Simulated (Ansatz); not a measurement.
BeO:
```cif
data_Be6O6
_chemical_formula_sum 'Be6 O6'
_space_group_name_H-M_alt 'P63mc'
_space_group_IT_number 186
_space_group_name_Hall 'P 6c -2c'
_cell_length_a 2.66035
_cell_length_b 2.66035
_cell_length_c 13.01236
_cell_angle_alpha 90.000
_cell_angle_beta 90.000
_cell_angle_gamma 120.000
loop_
_atom_site_label
_atom_site_type_symbol
_atom_site_symmetry_multiplicity
_atom_site_Wyckoff_symbol
_atom_site_fract_x
_atom_site_fract_y
_atom_site_fract_z
_atom_site_occupancy
Be1 Be 2 a 0.00000 0.00000 0.49968 1
Be2 Be 2 b 0.33333 0.66667 0.33344 1
Be3 Be 2 b 0.66667 0.33333 0.16663 1
O1 O 2 a 0.00000 0.00000 0.37459 1
O2 O 2 b 0.33333 0.66667 0.20807 1
O3 O 2 b 0.66667 0.33333 0.04129 1
```

This is the LDA-relaxed structure.

Q: All from DFT-LDA in the program Ansatz with PAW potentials, unless another level is named. Predict the smallest direct gap on the standard path.

A: 7.91 eV.

Q: Give the band gap.

A: 7.36 eV (indirect).

Q: Next, the valence-band maximum?

A: at Γ.

Q: Predict the weight of the conduction-edge state by species (Voronoi cells).

A: Be 64 %, O 36 %.

Q: And the conduction-band minimum?

A: at M (3 equivalent valleys).

Q: Give the weight of the valence-edge state by species (Voronoi cells).

A: O 89 %, Be 11 %.

Space group P6_3mc. A made-up cell: these elements were put on the sites of a structure type. Its sites differ from those of the usual phase in this space group: another stacking or structure type. Symmetry was held in the LDA relaxation; phonons on a q-mesh show no instability.

Potentials: the later of the program's two PAW sets.
